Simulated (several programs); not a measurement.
# What each method gives for KI (CsCl type)

KI, CsCl type, relaxed with r2SCAN in Ansatz, was computed with several methods. It is cubic, Pm-3m (No. 221); a = 4.291 Å in the conventional setting, 39.50 Å³ an atom. Around K lie 8 I at 3.72 Å; around I lie 8 K at 3.72 Å. No spin polarisation. The prototype was imposed, so other structures may be more stable.

```cif
data_structure
_symmetry_space_group_name_H-M 'Pm-3m'
_symmetry_Int_Tables_number 221
_cell_length_a 4.2909
_cell_length_b 4.2909
_cell_length_c 4.2909
_cell_angle_alpha 90.000
_cell_angle_beta 90.000
_cell_angle_gamma 90.000
_cell_volume 79.01
loop_
_atom_site_label
_atom_site_type_symbol
_atom_site_symmetry_multiplicity
_atom_site_Wyckoff_symbol
_atom_site_fract_x
_atom_site_fract_y
_atom_site_fract_z
_atom_site_occupancy
K1 K 1 a 0.00000 0.00000 0.00000 1
I1 I 1 b 0.50000 0.50000 0.50000 1
```

Gaps and times are for a single point on this cell; volume and bulk modulus come from each method's own relaxation or energy curve at fixed shape. Times are rough, from shared hosts (Arm Neoverse V1; NVIDIA H100 80GB HBM3), and each method has its own mesh and cell size. A dagger marks a closed or tiny gap in a crystal that DFT finds insulating: a failure of the method or a wrong SCF state. PM6 (MOPAC), PM7 (MOPAC), GFN1-xTB (tblite), GFN2-xTB (tblite) treat a cluster of cells at its zone centre, which samples few k points: where these miss a band edge, the gap comes out too large for that reason alone. Gaps from k meshes are read at a limited set of points (mesh, symmetry points, PBE's band edges), so each method's own least gap may be somewhat smaller. Force fields have no electrons; where one was fitted to this phase, its volume and modulus reflect the fit. xTB and the PM methods were fitted mostly to molecules, and can miss a solid's gap by electronvolts. Minimal bases can be far off for gaps. Times of the plane-wave rungs are withheld (a dash), since they come from other jobs, hosts and meshes; the meshes of hybrids and Hartree-Fock don't converge their gaps to the digits shown. GLLB-SC's gap includes the derivative discontinuity. G0W0 is at finite bands, cutoff and mesh. d marks a direct gap, i an indirect one (no mark: not told apart), a dash a value that wasn't computed or didn't pass its checks.

```tsv
method	kind	gap (eV)	own volume (Å³/atom)	bulk modulus (GPa)	atoms computed	processor time
PBEsol	semilocal	–	37.83	–	2	–
ffield.eim (LAMMPS)	force field	–	–	–	2	0.12 s
PM7 (MOPAC)	semi-empirical	10.38	–	–	cluster	0.67 s
light PBE (260 eV, its own mesh)	light plane-wave	3.23 i	–	–	2	0.73 s
PM6 (MOPAC)	semi-empirical	6.94	–	–	cluster	0.79 s
GFN1-xTB (tblite)	tight binding	0.05†	42.60	17	cluster	1.1 s
GFN2-xTB (tblite)	tight binding	7.00	–	–	cluster	1.4 s
PBE	semilocal	3.33 i	40.92	12	2	–
LDA	semilocal	2.99 i	35.03	–	2	–
PBE/SZV (CP2K)	small basis	2.97 i	–	–	2	4.6 s
r2SCAN	semilocal	4.04 i	39.50	15	2	–
GLLB-SC (GPAW)	model potential	6.33	–	–	2	7.5 s
PBE/DZVP (CP2K)	small basis	3.30 i	41.25	13	2	10 s
PBE/single zeta (GPAW)	small basis	3.06 i	–	–	2	11 s
G0W0@r2SCAN (260 eV screening cutoff)	many-body	5.67	–	–	2	–
G0W0@PBE0 (180 eV screening cutoff)	many-body	5.96	–	–	2	–
PBE+SOC	semilocal	3.27 i	–	–	2	–
G0W0@HSE06 (180 eV screening cutoff)	many-body	5.75	–	–	2	–
LC-ωPBE	hybrid	9.11 i	–	–	2	–
PBE0	hybrid	4.99 i	–	–	2	–
HSE06	hybrid	4.31 i	40.35	–	2	–
Hartree-Fock	exact exchange	10.32 i	–	–	2	–
DDH-PBE0	hybrid	5.37 i	–	–	2	–
HSE06+SOC	hybrid	4.24 i	–	–	2	–
G0W0@PBE (220 eV screening cutoff)	many-body	5.29	–	–	2	–
```

Against HSE06 (4.31 eV) and with closed or daggered gaps left aside, the nearest gap at the points sampled is that of HSE06+SOC (-0.07 eV) and the farthest that of PM7 (MOPAC) (+6.07 eV). HSE06 is only a yardstick of convenience: for gaps this wide it usually falls short of measured ones, so a larger value can be the better one.

Volumes against r2SCAN's: PBEsol -4.2 %, GFN1-xTB (tblite) +7.8 %, PBE +3.6 %, LDA -11.3 %, PBE/DZVP (CP2K) +4.4 %, HSE06 +2.1 %.

Only the rows marked +SOC include spin-orbit coupling.
